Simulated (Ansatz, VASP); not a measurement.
**One calculation of Cd, two programs**

Contents of INCAR:

```
SYSTEM = Cd
PREC = Accurate
ENCUT = 520
EDIFF = 1E-7
ISMEAR = 0
SIGMA = 0.1
LREAL = .FALSE.
LASPH = .TRUE.
NELM = 150
ALGO = Normal
ISIF = 2
LWAVE = .FALSE.
LCHARG = .FALSE.
LDAU = .TRUE.
LDAUTYPE = 1
LDAUL = 2
LDAUU = 3.6
LDAUJ = 0.31
LDAUPRINT = 1
GGA = PE
NBANDS = 19
```

KPOINTS

```
Automatic mesh
0
G
  6 6 4
  0 0 0
```

Contents of POSCAR:

```
Cd
1.0
    2.9788725081      0.0000000000      0.0000000000
   -1.4894362540      2.5797792666      0.0000000000
    0.0000000000      0.0000000000      5.6176500000
Cd
2
Direct
    0.3333333333      0.6666666667      0.2500000000
    0.6666666667      0.3333333333      0.7500000000
```

Input for Ansatz:

```yaml
crystal:
  lattice:
    - [2.9788725081, 0.0, 0.0]
    - [-1.489436254, 2.5797792666, 0.0]
    - [0.0, 0.0, 5.61765]
  atoms:
    - { symbol: Cd, position: [0.3333333333, 0.6666666667, 0.25] }
    - { symbol: Cd, position: [0.6666666667, 0.3333333333, 0.75] }
basis:
  ecutwfc: 420
kpoints:
  mp_grid: { grid: [6, 6, 4] }
hamiltonian:
  xc: pbe
  hubbard: { sites: [{ species: Cd, l: d, u: 3.6, j: 0.31 }] }
scf:
  occupations: { method: gaussian, width: 0.1 }
output:
  forces: true
  stress: true
  eigenvalues: true
```

Alike in both runs: task single point; functional PBE; k mesh 6 × 6 × 4; occupations gaussian, width 0.1 eV; no spin polarisation; Hubbard terms Cd d U = 3.6 eV, J = 0.31 eV.

|  | VASP | Ansatz |
| --- | --- | --- |
| version | VASP 6.6.1 | Ansatz 0.2.0 |
| potentials or method | VASP PAW PBE potentials, release 64 (Cd) | scalar-relativistic, plane waves, PAW |
| plane-wave cutoff (eV) | 520 | 420 |
| valence electrons in the cell | 24 | 40 |

|  | VASP | Ansatz | Ansatz less VASP |
| --- | --- | --- | --- |
| gap on the k mesh at the Fermi level (eV) | none | none | - |
| pressure (GPa) | 4.3 | 4.5 | +0.16 |
| largest component of the traceless stress (GPa) | 0.72 | 0.58 | -0.142 |

The programs project onto different local orbitals, so the same U acts differently. A gap of «none» marks a metal or a gap that the smearing closes. The two sets of potentials don't hold the same shells in valence. Ansatz warned: «filled_band_counts_differ_across_k_points».

Caveats: the k mesh is coarse (spacing up to 0.41 Å⁻¹), so the values aren't converged; U without spin polarisation on a metal has little footing; the U is typed as a test and isn't derived for this compound.
